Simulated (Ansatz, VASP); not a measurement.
**MgB2 in VASP and in Ansatz**

```
Mg B
1.0
     3.02202    0.00000    0.00000
    -1.51101    2.61715    0.00000
     0.00000    0.00000    3.45108
Mg B
1 2
Cartesian
  0.0000 0.0000 0.0000
  1.5110 0.8724 1.7255
  0.0000 1.7448 1.7255
```

Change from the starting cell: volume scaled by 0.94.

Alike in both runs: task single point; functional PBEsol; k mesh 10 × 10 × 8; occupations fermi-dirac, width 0.05 eV; no spin polarisation.

```csv
,VASP,Ansatz
version,VASP 6.6.1,Ansatz 0.2.0
potentials or method,"VASP PAW PBE potentials, release 64 (Mg, B), cutoff 520 eV","all-electron LAPW, scalar-relativistic"
```

|  | VASP | Ansatz | Ansatz less VASP |
| --- | --- | --- | --- |
| gap on the k mesh at the Fermi level (eV) | none | none | - |
| pressure (GPa) | 7.1 | 7.0 | -0.11 |
| largest component of the traceless stress (GPa) | 2.85 | 2.66 | -0.183 |

A gap of «none» marks a metal or a gap that the smearing closes. Ansatz ran all-electron here, so the differences hold the error of VASP's frozen core and of both bases.

Caveats: the PAW data sets were made with another functional, which shifts forces and pressure a little (VASP).
